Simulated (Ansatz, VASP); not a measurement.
**Te2Mo in VASP and in Ansatz**

```xyz
12
Lattice="3.4485 0.0000 0.0000 0.0000 6.3184 0.0000 0.0000 0.0000 13.0049" Properties=species:S:1:pos:R:3 pbc="T T T"
Mo    0.0000    3.8393    6.5120
Mo    1.7243    2.4791    0.0096
Mo    0.0000    0.1801    0.1889
Mo    1.7243    6.1383    6.6913
Te    0.0000    5.4580    8.6558
Te    1.7243    0.8605    2.1533
Te    0.0000    4.0410    1.5063
Te    1.7243    2.2774    8.0087
Te    0.0000    1.8342   11.0515
Te    1.7243    4.4842    4.5491
Te    0.0000    1.3857    5.1856
Te    1.7243    4.9327   11.6880
```

Alike in both runs: functional PBE; dispersion D3(BJ); k mesh 6 × 4 × 2; occupations gaussian, width 0.1 eV; no spin polarisation.

Ansatz relaxed the structure, and its values are those at the end. VASP's run is a single point on that final structure, the one shown.

|  | VASP | Ansatz |
| --- | --- | --- |
| version | VASP 6.6.1 | Ansatz 0.2.0 |
| potentials or method | VASP PAW PBE potentials, release 64 (Mo_sv, Te) | scalar-relativistic, plane waves, PAW |
| plane-wave cutoff (eV) | 520 | 420 |
| valence electrons in the cell | 104 | 184 |

```csv
,VASP,Ansatz,Ansatz less VASP
gap on the k mesh at the Fermi level (eV),none,none,-
pressure (GPa),1.4,1.5,+0.09
rms of the force components (eV/Å),0.013,0.010,-0.0032
```

A gap of «none» marks a metal or a gap that the smearing closes. The two sets of potentials don't hold the same shells in valence.

Caveats: pairwise dispersion overbinds metals, which lowers pressure and volume. Spin-orbit coupling is left out, which matters for the levels of Te.
